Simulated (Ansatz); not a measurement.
**C under changes of volume**

One of the cells (5.672 Å³/atom); the others are scaled copies at fixed shape and fractional positions:

```
CELL_PARAMETERS angstrom
0.00000 1.78337 1.78337
1.78337 0.00000 1.78337
1.78337 1.78337 0.00000
ATOMIC_POSITIONS crystal
C 0.75000 0.75000 0.75000
C 0.50000 0.50000 0.50000
```

This isn't the form of C at room conditions, which is graphite.

```yaml
Program: Ansatz 0.2.0
Functional: r2SCAN50
Potentials_or_basis: Ansatz PAW
Cutoff: "500 eV (not typed: the program's choice for these potentials)"
k_mesh: 7 × 7 × 7
Occupations: fermi-dirac, width 0.05 eV
Spin: no spin polarisation
```

```csv
volume (Å³/atom),energy over the lowest point (meV/atom),pressure (GPa),gap on the mesh (eV)
5.332,4.85,12.6,8.28
5.445,0.00,1.4,8.22
5.558,2.66,-8.7,8.16
5.672,?,?,?
5.785,27.94,-26.4,8.05
5.899,49.39,-34.1,7.99
6.012,76.03,-41.0,7.94
```

**Question.** What does the run at 5.672 Å³/atom give?

**Answer.** Energy over the lowest point 12.18 meV/atom; pressure -18.0 GPa; gap on the mesh 8.10 eV.

Worked out: A Birch-Murnaghan fit of order 3 (a polynomial in V^(-2/3)) to the other rows has its minimum at 5.46 Å³/atom with B0 = V·E''(V) = 504 GPa and B' = 3.4. It gives 12.20 meV/atom at 5.672 Å³/atom, against the run's 12.18, and -dE/dV = -18.0 GPa, against -18.0. A straight line through the other rows of the gap, of slope -2.84 eV per unit of ln V, gives 8.10 eV, against the run's 8.10.

Energies are extrapolated to zero smearing.

Caveats: all runs use coarse meshes; odd divisions of the mesh miss points on the zone boundary, where band edges often lie, so the gap on the mesh can be too wide; the PAW data sets come from PBE, with cores solved anew for the run's functional, which leaves a small shift of forces and pressure; the thresholds are loose for stress.

A mesh can miss the band edges.
